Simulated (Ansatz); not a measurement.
## MnS: single point with PBEsol

Crystal: MnS.

```
Mn S
1.0
     0.00000    2.60450    2.60450
     2.60450    0.00000    2.60450
     2.60450    2.60450    0.00000
Mn S
1 1
Direct
  0.00000 0.00000 0.00000
  0.50000 0.50000 0.50000
```

| Quantity | Value |
| --- | --- |
| Program | Ansatz 0.2.0 |
| Task | single point |
| Functional | PBEsol |
| Potentials or basis | Ansatz PAW |
| Cutoff | 420 eV (not typed: the program's choice for these potentials) |
| k mesh | 9 × 9 × 9 |
| Occupations | fermi-dirac, width 0.05 eV |
| Spin | collinear spin, ferromagnetic start |
| Starting moments | [5.5, 0.0] μB |

```json
{"Pressure": "-7.3 GPa", "Band gap on the k mesh": "none (metal or under the smearing width)", "Net moment": "4.68 μB per cell", "Absolute moment": "4.68 μB per cell", "Site moments": "Mn +4.18; S +0.14 μB"}
```

Levels at points of the mesh, in eV from the Fermi level:
Spin up:
```tsv
k point	band 10	band 11	band 12	band 13	band 14	band 15	band 16	band 17
(0.00, 0.00, 0.00)	-3.25	-1.87	-1.87	-1.87	1.61	8.44	8.44	8.44
```
Spin down:
| k point | band 5 | band 6 | band 7 | band 8 | band 9 | band 10 | band 11 | band 12 |
| --- | --- | --- | --- | --- | --- | --- | --- | --- |
| (0.00, 0.00, 0.00) | -14.27 | -1.62 | -1.62 | -1.62 | 0.28 | 0.28 | 0.28 | 0.36 |

It took 1.3 s on 2 threads of Intel(R) Xeon(R) 6975P-C (Granite Rapids), on a shared host, peak memory 0.37 GiB.

Caveat: a cell with one magnetic atom can't hold antiferromagnetic order, which such compounds often take; semilocal functionals often make such compounds metallic where correlation or magnetic order opens a gap, which also shifts bond lengths; the PAW data sets come from PBE, with cores solved anew for the run's functional, which leaves a small shift of forces and pressure. With open d or f shells a metallic result of PBEsol can be an artefact of self-interaction; +U or a hybrid may open a gap.
